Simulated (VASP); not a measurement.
Computed with PBE GGA, VASP's PBE PAW potentials (set 64) (plane waves; VASP).

Input for VASP

INCAR:
```
ALGO=Normal
EDIFF=1E-6
ENCUT=400
GGA=PE
ISIF=2
ISMEAR=-1
LASPH=.TRUE.
LCHARG=.FALSE.
LMAXMIX=4
LREAL=.FALSE.
LWAVE=.FALSE.
NELM=100
PREC=Accurate
SIGMA=0.02
SYSTEM=BaF2
```

File KPOINTS:
```
Automatic
0
G
 5 5 5
```

POSCAR:
```
BaF2
3.0380
  0.0000000000   1.0000000000   1.0000000000
  1.0000000000   0.0000000000   1.0000000000
  1.0000000000   1.0000000000   0.0000000000
Ba F
1 2
Direct
  0.0000000000   0.0000000000   0.0000000000
  0.2500000000   0.2500000000   0.2500000000
  0.7500000000   0.7500000000   0.7500000000
```

POTCAR, in this order: Ba_sv F (PBE.64 set). Program: vasp_std.

What VASP printed:

OSZICAR:
```
       N       E                     dE             d eps       ncg     rms          rms(c)
DAV:   1     0.131368649967E+03    0.13137E+03   -0.11775E+04   320   0.114E+03
DAV:   2    -0.137128184895E+02   -0.14508E+03   -0.14224E+03   392   0.267E+02
DAV:   3    -0.186354480171E+02   -0.49226E+01   -0.49179E+01   448   0.571E+01
DAV:   4    -0.187012766012E+02   -0.65829E-01   -0.65822E-01   384   0.587E+00
DAV:   5    -0.187041396012E+02   -0.28630E-02   -0.28630E-02   464   0.885E-01    0.870E+00
DAV:   6    -0.170142397946E+02    0.16899E+01   -0.85542E+00   320   0.244E+01    0.468E+00
DAV:   7    -0.170156515420E+02   -0.14117E-02   -0.38594E-01   408   0.523E+00    0.248E+00
DAV:   8    -0.170306048372E+02   -0.14953E-01   -0.60561E-02   344   0.281E+00    0.316E-01
DAV:   9    -0.170364352833E+02   -0.58304E-02   -0.19633E-02   384   0.999E-01    0.145E-01
DAV:  10    -0.170388367670E+02   -0.24015E-02   -0.40157E-03   320   0.469E-01    0.504E-02
DAV:  11    -0.170388533160E+02   -0.16549E-04   -0.45957E-04   432   0.171E-01    0.247E-02
DAV:  12    -0.170388575750E+02   -0.42589E-05   -0.84934E-05   320   0.698E-02    0.196E-03
DAV:  13    -0.170388584550E+02   -0.88002E-06   -0.27600E-06   424   0.118E-02
   1 F= -.17038858E+02 E0= -.17038858E+02  d E =-.594285E-11
```

File OUTCAR:
```
------------------------ aborting loop because EDIFF is reached ----------------------------------------
  FORCE on cell =-STRESS in cart. coord.  units (eV):
  Direction    XX          YY          ZZ          XY          YZ          ZX
  --------------------------------------------------------------------------------------
  Total        0.1685492      0.1685492      0.1685492     -0.0000000      0.0000000      0.0000000
  in kB        4.8155277      4.8155277      4.8155277     -0.0000000      0.0000000      0.0000000
  external PRESSURE =       4.8155277 kB  Pullay stress =       0.0000000 kB
  volume of cell :       56.08
      direct lattice vectors                 reciprocal lattice vectors
     0.000000000  3.038000000  3.038000000    -0.164581962  0.164581962  0.164581962
     3.038000000  0.000000000  3.038000000     0.164581962 -0.164581962  0.164581962
     3.038000000  3.038000000  0.000000000     0.164581962  0.164581962 -0.164581962
 POSITION                                       TOTAL-FORCE (eV/Angst)
 -----------------------------------------------------------------------------------
      0.00000      0.00000      0.00000        -0.000000     -0.000000      0.000000
      1.51900      1.51900      1.51900         0.000000     -0.000000     -0.000000
      4.55700      4.55700      4.55700        -0.000000      0.000000      0.000000
 -----------------------------------------------------------------------------------
    total drift:                                0.000000      0.000000      0.000000
  FREE ENERGIE OF THE ION-ELECTRON SYSTEM (eV)
  ---------------------------------------------------
  free  energy   TOTEN  =       -17.0388584550 eV

  energy  without entropy=      -17.0388584550  energy(sigma->0) =      -17.03885845
```
(Selected blocks of OUTCAR.)

At this cut-off the stress carries a Pulay error, which pulls relaxed volumes low.

The structure is a typed BaF2 crystal. The cell was not relaxed at this level, and its volume differs by -5.9 % from the start's.
